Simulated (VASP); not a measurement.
# SGaH3 in VASP: reference runs

How does SGaH3 come out in PBE? The cell is run as given.

Program: VASP 6.6.1. These are calculated values, not measurements. Logs are shortened: lines on timing, memory, paths and dates and some standing lists are left out, and cuts for length are marked.

## 1. The structure

The cell holds a molecule in a box, 5 atoms: a = 12.000 Å, b = 12.000 Å, c = 12.000 Å, α = 90.00°, β = 90.00°, γ = 90.00°.

## 2. Single point, PBE

The input, INCAR:

```
SYSTEM = GaH3S
PREC = Accurate ; ENCUT = 520
EDIFF = 1E-7 ; ISMEAR = 0
SIGMA = 0.01 ; LREAL = .False.
LASPH = .True. ; NELM = 60
ALGO = Normal ; ISIF = 2
LWAVE = .False. ; LCHARG = .False.
GGA = PE ; NBANDS = 19
```

The input, KPOINTS:

```
regular mesh
0
Gamma
  1 1 1
  0 0 0
```

The input, POSCAR:

```
GaH3S
1.0
   12.0000000000      0.0000000000      0.0000000000
    0.0000000000     12.0000000000      0.0000000000
    0.0000000000      0.0000000000     12.0000000000
S Ga H
1 1 3
Direct
    0.5229750000      0.3777625000      0.5592250000
    0.4922833300      0.5349708300      0.4702416700
    0.6250416700      0.4065041700      0.5949666700
    0.3771250000      0.5432458300      0.4107000000
    0.5853500000      0.6257375000      0.4723750000
```

Potentials or basis: VASP PAW PBE potentials, release 64 (S, Ga_d, H).

Launch:

```console
> cat potpaw_PBE.64/S/POTCAR potpaw_PBE.64/Ga_d/POTCAR potpaw_PBE.64/H/POTCAR > POTCAR
> mpirun -np 1 vasp_gam > vasp.out
```

OUTCAR:

```text
SYSTEM = GaH3S
   PREC = Accurate
   ENCUT = 520
   EDIFF = 1E-7
   ISMEAR = 0
   LREAL = .False.
   LASPH = .True.
   NELM = 60
   ISIF = 2
   GGA = PE

 ion  position               nearest neighbor table
   1  0.523  0.378  0.559-   3 1.34   2 2.20
   2  0.492  0.535  0.470-   4 1.56   5 1.56   1 2.20
   3  0.625  0.407  0.595-   1 1.34
   4  0.377  0.543  0.411-   2 1.56
   5  0.585  0.626  0.472-   2 1.56

  LATTYP: Found a simple cubic cell.
 ALAT       =    12.0000000000

  Lattice vectors:

 A1 = (  12.0000000000,   0.0000000000,   0.0000000000)
 A2 = (   0.0000000000,  12.0000000000,   0.0000000000)
 A3 = (   0.0000000000,   0.0000000000,  12.0000000000)

Analysis of symmetry for initial positions (statically):
=====================================================================
 Subroutine PRICEL returns:
 Original cell was already a primitive cell.

 Routine SETGRP: Setting up the symmetry group for a
 simple cubic supercell.

 Subroutine GETGRP returns: Found  1 space group operations
 (whereof  1 operations were pure point group operations)
 out of a pool of 48 trial point group operations.

The static configuration has the point symmetry C_1 .

Analysis of symmetry for dynamics (positions and initial velocities):
=====================================================================
 Subroutine PRICEL returns:
 Original cell was already a primitive cell.

 Routine SETGRP: Setting up the symmetry group for a
 simple cubic supercell.

 Subroutine GETGRP returns: Found  1 space group operations
 (whereof  1 operations were pure point group operations)
 out of a pool of 48 trial point group operations.

The dynamic configuration has the point symmetry C_1 .

 Subroutine INISYM returns: Found  1 space group operations
 (whereof  1 operations are pure point group operations),
 and found     1 'primitive' translations

----------------------------------------------------------------------------------------

                                     Primitive cell

  volume of cell :    1728.0000

  direct lattice vectors                    reciprocal lattice vectors
    12.000000000  0.000000000  0.000000000     0.083333333  0.000000000  0.000000000
     0.000000000 12.000000000  0.000000000     0.000000000  0.083333333  0.000000000
     0.000000000  0.000000000 12.000000000     0.000000000  0.000000000  0.083333333

  length of vectors
    12.000000000 12.000000000 12.000000000     0.083333333  0.083333333  0.083333333

  position of ions in fractional coordinates (direct lattice)
     0.522975000  0.377762500  0.559225000
     0.492283330  0.534970830  0.470241670
     0.625041670  0.406504170  0.594966670
     0.377125000  0.543245830  0.410700000
     0.585350000  0.625737500  0.472375000

  ion indices of the primitive-cell ions
   primitive index   ion index
                 1           1
                 2           2
                 3           3
                 4           4
                 5           5

----------------------------------------------------------------------------------------

 KPOINTS: regular mesh

Automatic generation of k-mesh.
 Grid dimensions read from file:
 generate k-points for:    1    1    1

 Generating k-lattice:

  Cartesian coordinates                     Fractional coordinates (reciprocal lattice)
     0.083333333  0.000000000  0.000000000     1.000000000  0.000000000  0.000000000
     0.000000000  0.083333333  0.000000000     0.000000000  1.000000000  0.000000000
     0.000000000  0.000000000  0.083333333     0.000000000  0.000000000  1.000000000

  Length of vectors
     0.083333333  0.083333333  0.083333333

  Shift w.r.t. Gamma in fractional coordinates (k-lattice)
     0.000000000  0.000000000  0.000000000

 Subroutine IBZKPT returns following result:
 ===========================================

 Found      1 irreducible k-points:

 Following reciprocal coordinates:
            Coordinates               Weight
  0.000000  0.000000  0.000000      1.000000
   k-points           NKPTS =      1   k-points in BZ     NKDIM =      1   number of bands    NBANDS=     19
   number of dos      NEDOS =    301   number of ions     NIONS =      5
   total plane-waves  NPLWV = 729000
   dimension x,y,z NGX =    90 NGY =   90 NGZ =   90
   dimension x,y,z NGXF=   180 NGYF=  180 NGZF=  180
   ions per type =               1   1   3
   NGX,Y,Z   is equivalent  to a cutoff of  12.47, 12.47, 12.47 a.u.
   NGXF,Y,Z  is equivalent  to a cutoff of  24.94, 24.94, 24.94 a.u.
 SYSTEM =  GaH3S
   PREC   = accura    normal or accurate (medium, high low for compatibility)
   ISTART =      0    job   : 0-new  1-cont  2-samecut
   ICHARG =      2    charge: 1-file 2-atom 10-const
   ISPIN  =      1    spin polarized calculation?
   LNONCOLLINEAR =      F non collinear calculations
   LSORBIT =      F    spin-orbit coupling
   LASPH  =      T    aspherical Exc in radial PAW
   ENCUT  =  520.0 eV  38.22 Ry    6.18 a.u.  22.31 22.31 22.31*2*pi/ulx,y,z
   NELM   =     60;   NELMIN=  2; NELMDL= -5     # of ELM steps
   EDIFF  = 0.1E-06   stopping-criterion for ELM
   LREAL  =      F    real-space projection
   EDIFFG = 0.1E-05   stopping-criterion for IOM
   NSW    =      0    number of steps for IOM
   IBRION =     -1    ionic relax: 0-MD 1-quasi-New 2-CG
   NFREE  =      0    steps in history (QN), initial steepest desc. (CG)
   ISIF   =      2    stress and relaxation
   ISYM   =      2    0-nonsym 1-usesym 2-fastsym
   POTIM  = 0.5000    time-step for ionic-motion
   TEBEG  =    0.0;   TEEND  =   0.0 temperature during run
   PSTRESS=    0.0 pullay stress
   NELECT =      22.0000    total number of electrons
   NUPDOWN=      -1.0000    fix difference up-down
   EMIN   =  10.00;   EMAX   =-10.00  energy-range for DOS
   EFERMI =   0.00;   METHOD = LEGACY
   ISMEAR =     0;   SIGMA  =   0.01  broadening in eV -4-tet -1-fermi 0-gaus
   EFERMI_NEDOS =   21; number of points for ismear=-14 and -15
   IALGO  =     38    algorithm
   IMIX   =      4    mixing-type and parameters
     AMIX     =   0.40;   BMIX     =  1.00
     AMIX_MAG =   1.60;   BMIX_MAG =  1.00
  volume/ion in A,a.u.               =     345.60      2332.22
  Fermi-wavevector in a.u.,A,eV,Ry     =   0.382268  0.722382  1.988202  0.146129
  Thomas-Fermi vector in A             =   1.318371
   LORBIT       =      0    0 simple, 1 ext, 2 COOP (PROOUT), +10 PAW based schemes
   GGA     = PE    functional components
   LHFCALC =     F    Hartree Fock is set to
   AEXX    =    0.0000 exact exchange contribution
   IVDW    =     0    specifies the selected vdW correction
   LEPSILON=     F    determine dielectric tensor
   LRPA    =     F    only Hartree local field effects (RPA)
 non-spin polarized calculation
 Gauss-broadening in eV      SIGMA  =   0.01
  energy-cutoff  :      520.00
  volume of cell :     1728.00
 maximum number of plane-waves:     23293
 NGX is ok and might be reduce to    90
   NGX = 45   NGY = 45   NGZ = 45

 number of electron      21.9999996 magnetization

 Free energy of the ion-electron system (eV)
  ---------------------------------------------------
  ext. energy  EPLUGINS =         0.00000000
  ---------------------------------------------------
  free energy    TOTEN  =       -17.04348471 eV

  energy without entropy =      -17.04348471  energy(sigma->0) =      -17.04348471

 E-fermi :  -6.2580     XC(G=0):  -0.7721

 val. band max:       -6.3501504041   @ k =   0.0000   0.0000   0.0000
 cond. band min:      -2.0614370190   @ k =   0.0000   0.0000   0.0000
 fundamental gap:      4.2887133851
 Fermi energy:        -6.2579995649

 k-point     1 :       0.0000    0.0000    0.0000
  band No.  band energies     occupation
      1     -19.4731      2.00000
      2     -19.2515      2.00000
      3     -19.2364      2.00000
      4     -19.1876      2.00000
      5     -19.1352      2.00000
      6     -17.5385      2.00000
      7     -11.2737      2.00000
      8      -9.6104      2.00000
      9      -7.4435      2.00000
     10      -7.1251      2.00000
     11      -6.3502      2.00000
     12      -2.0614      0.00000
     13      -0.6807      0.00000
     14      -0.5966      0.00000
     15       0.0873      0.00000
     16       0.7077      0.00000
     17       0.8136      0.00000
     18       0.8563      0.00000
     19       0.9337      0.00000

------------------------ aborting loop because EDIFF is reached ----------------------------------------

  FORCE on cell =-STRESS in cart. coord.  units (eV):
  Direction    XX          YY          ZZ          XY          YZ          ZX
  --------------------------------------------------------------------------------------
  -------------------------------------------------------------------------------------
  Total       -0.0374840     -0.0013260     -0.0313810     -0.0020027     -0.0243914      0.0047119
  in kB       -0.0347546     -0.0012295     -0.0290960     -0.0018569     -0.0226154      0.0043688
  external PRESSURE =      -0.0216934 kB  Pullay stress =       0.0000000 kB

 VOLUME and BASIS-vectors are now :
 -----------------------------------------------------------------------------
  energy-cutoff  :      520.00
  volume of cell :     1728.00
      direct lattice vectors                 reciprocal lattice vectors
    12.000000000  0.000000000  0.000000000     0.083333333  0.000000000  0.000000000
     0.000000000 12.000000000  0.000000000     0.000000000  0.083333333  0.000000000
     0.000000000  0.000000000 12.000000000     0.000000000  0.000000000  0.083333333

 POSITION                                       TOTAL-FORCE (eV/Angst)
 -----------------------------------------------------------------------------------
      6.27570      4.53315      6.71070        -0.166252     -0.117838     -0.023994
      5.90740      6.41965      5.64290        -0.014948      0.173457     -0.089173
      7.50050      4.87805      7.13960         0.162925      0.055166      0.052342
      4.52550      6.51895      4.92840         0.085081     -0.030741      0.055741
      7.02420      7.50885      5.66850        -0.066806     -0.080045      0.005084
 -----------------------------------------------------------------------------------
    total drift:                                0.000194     -0.000660      0.000581

  FREE ENERGIE OF THE ION-ELECTRON SYSTEM (eV)
  ---------------------------------------------------
  free  energy   TOTEN  =       -17.0434847103 eV

  energy  without entropy=      -17.0434847103  energy(sigma->0) =      -17.04348471
```

Run time: 2.9 min. Hardware: 1 thread of Intel Xeon Platinum 8259CL at 2.50GHz (Skylake/Cascade Lake), shared host; peak memory 1.2 GiB.

What came out:

```
Free energy                     : -17.0435 eV
Largest force                   : 0.205 eV/Å
Gap between the frontier levels : 4.29 eV
```

Forces on the atoms (eV/Å):
```
S   -0.166 -0.118 -0.024
Ga  -0.015  0.173 -0.089
H    0.163  0.055  0.052
H    0.085 -0.031  0.056
H   -0.067 -0.080  0.005
```

Expect the measured gap to be larger: semilocal functionals such as PBE lack the derivative discontinuity.
